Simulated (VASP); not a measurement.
# C (Fd-3m) in VASP: further runs, part 2 of 2

VASP 6.6.1. The steps go on from the part before.

## (3) Relaxation of cell and atoms, PBE

This run uses another cell than the first one, of 5.70 Å³/atom, 1.006 times its volume.

INCAR

```
ALGO     = Normal         # electronic algorithm
EDIFF    = 1E-7           # SCF threshold, eV
EDIFFG   = -0.005         # ionic threshold
ENCUT    = 520            # plane-wave cutoff, eV
GGA      = PE             # functional
IBRION   = 2              # ionic algorithm
ISIF     = 3              # what is computed and relaxed
ISMEAR   = 0              # smearing method
LASPH    = True           # aspherical terms in the spheres
LCHARG   = False          # write CHGCAR
LREAL    = False          # projectors in reciprocal space
LWAVE    = False          # write WAVECAR
NELM     = 120            # most SCF steps
NSW      = 60             # ionic steps
POTIM    = 0.3            # step
PREC     = Accurate       # precision mode
SIGMA    = 0.1            # smearing width, eV
```

KPOINTS

```
k-points
0
Gamma
  21 21 21
```

POSCAR

```
C                                       
1.0
    0.0000000000      1.7867121901      1.7867121901
    1.7867121901     -0.0000000000      1.7867121901
    1.7867121901      1.7867121901      0.0000000000
  C             
     2
Direct
     0.5000000000000000    0.5000000000000000    0.5000000000000000
     0.7500000000000000    0.7500000000000000    0.7500000000000000
```

Potentials or basis: VASP PAW PBE potentials, release 64 (C).

On the command line:

```
$ cat potpaw_PBE.64/C/POTCAR > POTCAR
$ mpirun -np 1 vasp_std > vasp.out
```

OUTCAR:

```text
EDIFF = 1E-7
   EDIFFG = -0.005
   ENCUT = 520
   GGA = PE
   IBRION = 2
   ISIF = 3
   ISMEAR = 0
   LASPH = True
   LREAL = False
   NELM = 120
   NSW = 60
   POTIM = 0.3
   PREC = Accurate

 ion  position               nearest neighbor table
   1  0.500  0.500  0.500-   2 1.55   2 1.55   2 1.55   2 1.55
   2  0.750  0.750  0.750-   1 1.55   1 1.55   1 1.55   1 1.55

  LATTYP: Found a face centered cubic cell.
 ALAT       =     3.5734243802

  Lattice vectors:

 A1 = (   0.0000000000,   1.7867121901,   1.7867121901)
 A2 = (   1.7867121901,   0.0000000000,   1.7867121901)
 A3 = (   1.7867121901,   1.7867121901,   0.0000000000)

Analysis of symmetry for initial positions (statically):
=====================================================================
 Subroutine PRICEL returns:
 Original cell was already a primitive cell.

 Routine SETGRP: Setting up the symmetry group for a
 face centered cubic supercell.

 Subroutine GETGRP returns: Found 48 space group operations
 (whereof 24 operations were pure point group operations)
 out of a pool of 48 trial point group operations.

The static configuration has the point symmetry T_d .
 The point group associated with its full space group is O_h .

Analysis of symmetry for dynamics (positions and initial velocities):
=====================================================================
 Subroutine PRICEL returns:
 Original cell was already a primitive cell.

 Routine SETGRP: Setting up the symmetry group for a
 face centered cubic supercell.

 Subroutine GETGRP returns: Found 48 space group operations
 (whereof 24 operations were pure point group operations)
 out of a pool of 48 trial point group operations.

The dynamic configuration has the point symmetry T_d .
 The point group associated with its full space group is O_h .

 Subroutine INISYM returns: Found 48 space group operations
 (whereof 24 operations are pure point group operations),
 and found     1 'primitive' translations

[... 120 lines left out ...]
   LHFCALC =     F    Hartree Fock is set to
   AEXX    =    0.0000 exact exchange contribution
   IVDW    =     0    specifies the selected vdW correction
   LEPSILON=     F    determine dielectric tensor
   LRPA    =     F    only Hartree local field effects (RPA)
 conjugate gradient relaxation of ions
 non-spin polarized calculation
 Gauss-broadening in eV      SIGMA  =   0.10
  energy-cutoff  :      520.00
  volume of cell :       11.41
 maximum number of plane-waves:       331
   NGX =  9   NGY =  9   NGZ =  9

 number of electron       7.9999999 magnetization

 Free energy of the ion-electron system (eV)
  ---------------------------------------------------
  ext. energy  EPLUGINS =         0.00000000
  ---------------------------------------------------
  free energy    TOTEN  =       -18.18583618 eV

  energy without entropy =      -18.18583618  energy(sigma->0) =      -18.18583618

 E-fermi :  10.0766     XC(G=0): -13.2227

 val. band max:        9.6488067446   @ k =   0.0000   0.0000   0.0000
 cond. band min:      13.7743525949   @ k =   0.3810   0.3810   0.0000
 fundamental gap:      4.1255458503
 Fermi energy:        10.0766474652

 k-point     1 :       0.0000    0.0000    0.0000
  band No.  band energies     occupation
      1     -11.7530      2.00000
      2       9.6488      2.00000
      3       9.6488      2.00000
      4       9.6488      2.00000
      5      15.2234      0.00000
      6      15.2234      0.00000
      7      15.2234      0.00000
      8      22.8523      0.00000
[... 243 lines left out ...]
 k-point    24 :      -0.3810    0.0476    0.0000
  band No.  band energies     occupation
      1      -7.5149      2.00000
      2      -1.5772      2.00000
      3       6.6145      2.00000
      4       7.1384      2.00000
      5      18.0123      0.00000
      6      18.1786      0.00000
      7      18.5214      0.00000
      8      25.0631      0.00000

 [... further k-points ...]

------------------------ aborting loop because EDIFF is reached ----------------------------------------

  FORCE on cell =-STRESS in cart. coord.  units (eV):
  Direction    XX          YY          ZZ          XY          YZ          ZX
  --------------------------------------------------------------------------------------
  -------------------------------------------------------------------------------------
  Total       -0.0005169     -0.0005169     -0.0005169      0.0000000      0.0000000     -0.0000000
  in kB       -0.0725924     -0.0725924     -0.0725924      0.0000000      0.0000000     -0.0000000
  external PRESSURE =      -0.0725924 kB  Pullay stress =       0.0000000 kB

 VOLUME and BASIS-vectors are now :
 -----------------------------------------------------------------------------
  energy-cutoff  :      520.00
  volume of cell :       11.41
      direct lattice vectors                 reciprocal lattice vectors
     0.000000000  1.786712190  1.786712190    -0.279843616  0.279843616  0.279843616
     1.786712190  0.000000000  1.786712190     0.279843616 -0.279843616  0.279843616
     1.786712190  1.786712190  0.000000000     0.279843616  0.279843616 -0.279843616

 POSITION                                       TOTAL-FORCE (eV/Angst)
 -----------------------------------------------------------------------------------
      1.78671      1.78671      1.78671         0.000000      0.000000      0.000000
      2.68007      2.68007      2.68007        -0.000000     -0.000000     -0.000000
 -----------------------------------------------------------------------------------
    total drift:                                0.000000     -0.000000      0.000000

  FREE ENERGIE OF THE ION-ELECTRON SYSTEM (eV)
  ---------------------------------------------------
  free  energy   TOTEN  =       -18.1858361784 eV

  energy  without entropy=      -18.1858361784  energy(sigma->0) =      -18.18583618

 reached required accuracy - stopping structural energy minimisation
```

CONTCAR:

```text
C
   1.00000000000000
     0.0000000000000000    1.7867121901000000    1.7867121901000000
     1.7867121901000000    0.0000000000000000    1.7867121901000000
     1.7867121901000000    1.7867121901000000    0.0000000000000000
  C
     2
Direct
     0.5000000000000000    0.5000000000000000    0.5000000000000000
     0.7500000000000000    0.7500000000000000    0.7500000000000000

  0.00000000E+00  0.00000000E+00  0.00000000E+00
  0.00000000E+00  0.00000000E+00  0.00000000E+00
```

It took 9.8 s on 1 thread of Intel Xeon 6975P-C (Granite Rapids), shared host; peak memory 0.13 GiB.

What came out:

```
Free energy             : -18.1858 eV
Pressure after relaxing : 0.0 GPa
Band gap on the k mesh  : 4.13 eV, indirect (least direct gap 5.57 eV)
```

Final structure:
```
CELL_PARAMETERS angstrom
0.00000 1.78671 1.78671
1.78671 0.00000 1.78671
1.78671 1.78671 0.00000
ATOMIC_POSITIONS crystal
C 0.50000 0.50000 0.50000
C 0.75000 0.75000 0.75000
```

Levels at points of the mesh, in eV from the valence-band top:
| k point | band 1 | band 2 | band 3 | band 4 | band 5 | band 6 | band 7 | band 8 |
| --- | --- | --- | --- | --- | --- | --- | --- | --- |
| (0.00, 0.00, 0.00) | -21.40 | 0.00 | 0.00 | 0.00 | 5.57 | 5.57 | 5.57 | 13.20 |

Caveat: the relaxation stopped at its first step, so nothing moved; an odd mesh through Γ misses points on the zone boundary, where band edges often lie.
